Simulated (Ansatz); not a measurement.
# CuO (WC type): one cell, many starting occupations (series 2), part 2 of 2

DFT+U has many self-consistent solutions. How far apart do the states of CuO (WC type) lie when only the starting occupations change? Cell and atoms stay fixed. The start comes from a prototype table, not from a measured structure.

Ansatz 0.2.0; DFT PBE+U (U_eff = 6 eV on Cu d), plane waves, PAW. The steps go on from the part before.

## 4. Random orbitals: fully mixed, first filling

File input.yaml:

```yaml
crystal:
  lattice:
    - [2.83632511, 0.0, 0.0]
    - [-1.41816255, 2.4563296, 0.0]
    - [0.0, 0.0, 2.76811278]
  atoms:
    - { symbol: Cu, position: [0.0, 0.0, 0.0], spin: 1.0 }
    - { symbol: O, position: [0.6666666667, 0.3333333333, 0.5] }
basis:
  ecutwfc: 420
  ecutrho_ratio: 4
kpoints:
  mp_grid: { grid: [8, 8, 7] }
hamiltonian:
  xc: pbe
  hubbard:
    sites:
      - { site: 0, l: d, u_eff: 6.0, starting_ns: [{ spin: up, occupation_matrix: s0up }, { spin: down, occupation_matrix: s0down }] }
    occupation_matrices:
      s0up:
        matrix:
          - [0.97, 0.0, 0.0, 0.0, 0.0]
          - [0.0, 0.97, 0.0, 0.0, 0.0]
          - [0.0, 0.0, 0.97, 0.0, 0.0]
          - [0.0, 0.0, 0.0, 0.97, 0.0]
          - [0.0, 0.0, 0.0, 0.0, 0.97]
      s0down:
        matrix:
          - [0.96848, -0.00876, -0.01866, -0.02018, 0.02475]
          - [-0.00876, 0.91964, -0.10728, -0.11604, 0.14231]
          - [-0.01866, -0.10728, 0.74145, -0.24721, 0.30318]
          - [-0.02018, -0.11604, -0.24721, 0.70261, 0.32793]
          - [0.02475, 0.14231, 0.30318, 0.32793, 0.56782]
    ns_hold: until_converged
scf:
  occupations: { method: gaussian, width: 0.05 }
  lower_state_search: "off"
  max_iter: 150
output:
  forces: true
  stress: true
  eigenvalues: true
  populations: true
  hubbard: { sites: [{ site: 0, l: d }] }
magnetization:
  spin_polarized: true
```

The typed matrices put 0.97 on the chosen orbitals and 0.02 on the others, and are held until the SCF converges, then released.

Launch:

```bash
ansatz run input.yaml --threads 2 --pin off --max-ram 3072MiB --backend cpu --events-out ev --progress --plain --runs-dir out
```

The program printed, shortened:

```text
Warning: crystal.symmetry: narrowed to the stabiliser of the occupation matrices — unitary ops 12 → 1; lowered by the specified shell (site 0, l: d); largest admitted image defect 4.4e-16, smallest excluded 1.8e-1 — at a splitting's scale: the group the occupation matrices' own texture admits
Warning: RAYON_NUM_THREADS=2 ignored (pool sized by the plan → 2); use --threads N
Cu: projections on atomic orbitals take those of the free atom [Ne] 3s2 3p6 3d10 4s1, of charge +0.00 (hamiltonian.pseudopotentials.projection_atoms); the dataset's partial waves leave at most 2.0e-6 of an orbital's norm unspanned inside its sphere
O: projections on atomic orbitals take those of the free atom [He] 2s2 2p4, of charge +0.00 (hamiltonian.pseudopotentials.projection_atoms); the dataset's partial waves leave at most 1.9e-8 of an orbital's norm unspanned inside its sphere
[...]
Pseudopotentials: kind: paw
Pseudopotential: Cu, paw, valence charge 19, recommended cutoff 420 eV (normal), Cu.paw.azcp
Pseudopotential: O, paw, valence charge 6, recommended cutoff 420 eV (normal), O.paw.azcp
Functional definition: PBE
[...]
Crystal: 2 atoms, lattice volume = 19.285 Å³
[...]
WARN: hamiltonian.hubbard: on 1 of 2 specified blocks the occupation matrix of this SCF's result fails the test of the specified filling. At site 0 ↓ (sites count from 0 in the list of atoms of the cell that this SCF solves) the least filled combination of the orbitals specified full has [...]
       -0.001581       7.670224       0.000142
        0.000037       0.000179       1.470736
  P = ⅓ Tr σ = 5.6014 GPa (56.014 kbar)
--- Band table (eV; the first three rows and the last of 452) ---
  k-point 0 ↑: bands = ["-98.8751", "-56.3902", "-56.2010", "-56.2004", "-7.3510", "7.0378", "7.0429", "7.0429", "8.3164", "8.3170", "9.2364", "11.1132", "11.1133", "13.5050", "27.8034", "29.2558", "29.2559"]
[...]
Occupation matrices written to <dir>
--- Löwdin populations: 2 sites ---
  site symbol       q [e]    m [muB]
     0     Cu     18.1015     0.3297
     1      O      6.7951     0.6784
  spilling = 0.004137 (of n_electrons = 25.000000)
--- Occupation matrices: 1 shell (run DFT+U table (all-electron-ortho-atomic); ε = 5.05e-3) ---
  Cu0 d_3D: site group D3h (-6m2)
  Cu0 d_3D up     Tr n = 4.9845  λ = 0.996 0.996 0.997 0.997 0.997  [5× z2 0.20 E''(0.40)]
  Cu0 d_3D dn     Tr n = 4.6205  λ = 0.835 0.835 0.977 0.977 0.996  [2× xz 0.50 E''(1.00) | 2× x2-y2 0.50 E'(1.00) | z2 1.00 A1'(1.00)]
  specified occupation → Cu0 d_3D up: matrix, ‖Δ‖_F = 0.0602, Tr Δ = -0.1345, displaced = 0.0673, d_λ = 0.0602; orbital distance = 0.0000
  specified occupation → Cu0 d_3D dn: matrix, ‖Δ‖_F = 0.9350, Tr Δ = -0.7205, displaced = 0.5929, d_λ = 0.8263; orbital distance = 1.0984
  Tr n, λ and their labels are of the run-group-symmetrised matrices; stabiliser: 12 of 24 elements of G0×{1,Θ} (closed), max defect 3.0e-4 at τ = 1.1e-3
```

Wall time 100 s (2 threads of Arm Neoverse N1, shared host); peak memory 0.45 GiB.

Result: no gap, pressure 5.6 GPa, moments in spheres Cu 0.41; O 0.60 μB, largest force component 0.00 eV/Å, 1 symmetry operation imposed. The program reports that the typed filling wasn't kept.

How the shells are filled (orbitals counted by the eigenvalues of the occupation matrices):

```
         shell  channel  electrons  over 0.8  0.2 to 0.8  under 0.2
Cu 3d (atom 1)       up       4.98         5           0          0
Cu 3d (atom 1)     down       4.62         5           0          0
```

## 5. Random orbitals: single harmonics, first filling

input.yaml: that of step 4 with these lines changed.

```diff
@@ -28,8 +28,8 @@
         matrix:
-          - [0.96848, -0.00876, -0.01866, -0.02018, 0.02475]
-          - [-0.00876, 0.91964, -0.10728, -0.11604, 0.14231]
-          - [-0.01866, -0.10728, 0.74145, -0.24721, 0.30318]
-          - [-0.02018, -0.11604, -0.24721, 0.70261, 0.32793]
-          - [0.02475, 0.14231, 0.30318, 0.32793, 0.56782]
-    ns_hold: until_converged
+          - [0.97, 0.0, 0.0, 0.0, 0.0]
+          - [0.0, 0.97, 0.0, 0.0, 0.0]
+          - [0.0, 0.0, 0.97, 0.0, 0.0]
+          - [0.0, 0.0, 0.0, 0.97, 0.0]
+          - [0.0, 0.0, 0.0, 0.0, 0.02]
+    ns_hold: { iters: 5 }
 scf:
```

The typed matrices put 0.97 on the chosen orbitals and 0.02 on the others, and are held for 5 cycles.

Launch:

```bash
ansatz run input.yaml --threads 2 --pin off --max-ram 3072MiB --backend cpu --events-out ev --progress --plain --runs-dir out
```

The program printed, shortened:

```text
Warning: crystal.symmetry: narrowed to the stabiliser of the occupation matrices — unitary ops 12 → 4; lowered by the specified shell (site 0, l: d); largest admitted image defect 3.9e-9, smallest excluded 7.1e-1 — at a splitting's scale: the group the occupation matrices' own texture admits
Warning: RAYON_NUM_THREADS=2 ignored (pool sized by the plan → 2); use --threads N
Cu: projections on atomic orbitals take those of the free atom [Ne] 3s2 3p6 3d10 4s1, of charge +0.00 (hamiltonian.pseudopotentials.projection_atoms); the dataset's partial waves leave at most 2.0e-6 of an orbital's norm unspanned inside its sphere
O: projections on atomic orbitals take those of the free atom [He] 2s2 2p4, of charge +0.00 (hamiltonian.pseudopotentials.projection_atoms); the dataset's partial waves leave at most 1.9e-8 of an orbital's norm unspanned inside its sphere
[...]
[... 4 set-up lines as earlier in the session ...]
[...]
Crystal: 2 atoms, lattice volume = 19.285 Å³
[...]
WARN: hamiltonian.hubbard: on 1 of 2 specified blocks the occupation matrix of this SCF's result fails the test of the specified filling. At site 0 ↓ (sites count from 0 in the list of atoms of the cell that this SCF solves) the least filled combination of the orbitals specified full has [...]
       -0.000000       7.665023       0.000000
        0.000000       0.000000       1.469821
  P = ⅓ Tr σ = 5.6009 GPa (56.009 kbar)
--- Band table (eV; the first three rows and the last of 168) ---
  k-point 0 ↑: bands = ["-98.8752", "-56.3904", "-56.2009", "-56.2007", "-7.3509", "7.0377", "7.0428", "7.0428", "8.3164", "8.3167", "9.2365", "11.1132", "11.1133", "13.5050", "27.8034", "29.2558", "29.2559"]
[...]
Occupation matrices written to <dir>
--- Löwdin populations: 2 sites ---
  site symbol       q [e]    m [muB]
     0     Cu     18.1015     0.3297
     1      O      6.7951     0.6784
  spilling = 0.004137 (of n_electrons = 25.000000)
--- Occupation matrices: 1 shell (run DFT+U table (all-electron-ortho-atomic); ε = 1.81e-3) ---
  Cu0 d_3D: site group D3h (-6m2)
  Cu0 d_3D up     Tr n = 4.9845  λ = 0.996 0.996 0.997 0.997 0.997  [5× z2 0.20 E''(0.40)]
  Cu0 d_3D dn     Tr n = 4.6205  λ = 0.835 0.835 0.977 0.977 0.996  [2× xz 0.50 E''(1.00) | 2× x2-y2 0.50 E'(1.00) | z2 1.00 A1'(1.00)]
  specified occupation → Cu0 d_3D up: matrix, ‖Δ‖_F = 0.0602, Tr Δ = -0.1345, displaced = 0.0673, d_λ = 0.0602; orbital distance = 0.0000
  specified occupation → Cu0 d_3D dn: matrix, ‖Δ‖_F = 0.9765, Tr Δ = -0.7205, displaced = 0.6306, d_λ = 0.8264; orbital distance = 1.2247
  Tr n, λ and their labels are of the run-group-symmetrised matrices; stabiliser: 12 of 24 elements of G0×{1,Θ} (closed), max defect 9.5e-5 at τ = 3.8e-4
```

Wall time 26 s (2 threads of Arm Neoverse N1, shared host); peak memory 0.34 GiB.

Result: no gap, pressure 5.6 GPa, moments in spheres Cu 0.41; O 0.60 μB, largest force component 0.00 eV/Å, 4 symmetry operations imposed. The program reports that the typed filling wasn't kept.

How the shells are filled (orbitals counted by the eigenvalues of the occupation matrices):

```
         shell  channel  electrons  over 0.8  0.2 to 0.8  under 0.2
Cu 3d (atom 1)       up       4.98         5           0          0
Cu 3d (atom 1)     down       4.62         5           0          0
```

## 6. Random orbitals: fully mixed, one electron more

input.yaml: that of step 5 with these lines changed.

```diff
@@ -6,3 +6,3 @@
   atoms:
-    - { symbol: Cu, position: [0.0, 0.0, 0.0], spin: 1.0 }
+    - { symbol: Cu, position: [0.0, 0.0, 0.0], spin: 0.3 }
     - { symbol: O, position: [0.6666666667, 0.3333333333, 0.5] }
@@ -32,3 +32,3 @@
           - [0.0, 0.0, 0.0, 0.97, 0.0]
-          - [0.0, 0.0, 0.0, 0.0, 0.02]
+          - [0.0, 0.0, 0.0, 0.0, 0.97]
     ns_hold: { iters: 5 }
```

At this filling each channel is wholly full or empty, so no choice of orbitals remains. The typed matrices put 0.97 on the chosen orbitals and 0.02 on the others, and are held for 5 cycles.

Launch:

```bash
ansatz run input.yaml --threads 2 --pin off --max-ram 3072MiB --backend cpu --events-out ev --progress --plain --runs-dir out
```

The program printed, shortened:

```text
Warning: RAYON_NUM_THREADS=2 ignored (pool sized by the plan → 2); use --threads N
Cu: projections on atomic orbitals take those of the free atom [Ne] 3s2 3p6 3d10 4s1, of charge +0.00 (hamiltonian.pseudopotentials.projection_atoms); the dataset's partial waves leave at most 2.0e-6 of an orbital's norm unspanned inside its sphere
O: projections on atomic orbitals take those of the free atom [He] 2s2 2p4, of charge +0.00 (hamiltonian.pseudopotentials.projection_atoms); the dataset's partial waves leave at most 1.9e-8 of an orbital's norm unspanned inside its sphere
[...]
[... 4 set-up lines as earlier in the session ...]
[...]
Crystal: 2 atoms, lattice volume = 19.285 Å³
[...]
Occupation matrices written to <dir>
--- Löwdin populations: 2 sites ---
  site symbol       q [e]    m [muB]
     0     Cu     18.1015     0.3297
     1      O      6.7951     0.6784
  spilling = 0.004137 (of n_electrons = 25.000000)
--- Occupation matrices: 1 shell (run DFT+U table (all-electron-ortho-atomic); ε = 3.72e-4) ---
  Cu0 d_3D: site group D3h (-6m2)
  Cu0 d_3D up     Tr n = 4.9845  λ = 0.996 0.996 0.997 0.997 0.997  [2× x2-y2 0.50 E'(1.00) | 3× z2 0.33 E''(0.67)]
  Cu0 d_3D dn     Tr n = 4.6205  λ = 0.835 0.835 0.977 0.977 0.996  [2× xz 0.50 E''(1.00) | 2× x2-y2 0.50 E'(1.00) | z2 1.00 A1'(1.00)]
  specified occupation → Cu0 d_3D up: matrix, ‖Δ‖_F = 0.0602, Tr Δ = -0.1345, displaced = 0.0673, d_λ = 0.0602; orbital distance = 0.0000
  specified occupation → Cu0 d_3D dn: matrix, ‖Δ‖_F = 0.1932, Tr Δ = +0.2295, displaced = 0.1556, d_λ = 0.1932; orbital distance = 0.0000
  Tr n, λ and their labels are of the run-group-symmetrised matrices; stabiliser: 12 of 24 elements of G0×{1,Θ} (closed), max defect 3.7e-15 at τ = 7.9e-5
```

It took 26 s on 2 threads of Arm Neoverse N1, shared host; peak memory 0.34 GiB.

It ends with no gap, pressure 5.6 GPa, moments in spheres Cu 0.41; O 0.60 μB, largest force component 0.00 eV/Å, 12 symmetry operations imposed.

How the shells are filled (orbitals counted by the eigenvalues of the occupation matrices):

```
         shell  channel  electrons  over 0.8  0.2 to 0.8  under 0.2
Cu 3d (atom 1)       up       4.98         5           0          0
Cu 3d (atom 1)     down       4.62         5           0          0
```

## 7. Results

The summary covers parts 1 to 2.

Energies count from the lowest free state and have the smearing extrapolated to zero.

| start | energy (meV/atom) | gap (eV) | pressure (GPa) | largest moment (μB) | SCF cycles | time |
| --- | --- | --- | --- | --- | --- | --- |
| from atoms, default search | 0.0 | metal | 5.6 | 0.60 | 76 | 28 s |
| from atoms, symmetry kept, no search (earlier series) | 0.0 | metal | 5.6 | 0.60 | 46 | 23 s |
| random orbitals: single harmonics, first filling | 0.0 | metal | 5.6 | 0.60 | 41 | 26 s |
| random orbitals: fully mixed, one electron more | 0.0 | metal | 5.6 | 0.60 | 69 | 26 s |
| random orbitals: single harmonics, second filling | 0.0 | metal | 5.6 | 0.60 | 52 | 17 s |
| random orbitals: fully mixed, first filling | 0.0 | metal | 5.6 | 0.60 | 50 | 100 s |

The 6 free runs end within about 1 meV/atom of each other. The run with the program's default settings reaches the lowest one found. The lowest state found need not be the ground state, and the geometry wasn't relaxed for any of them.
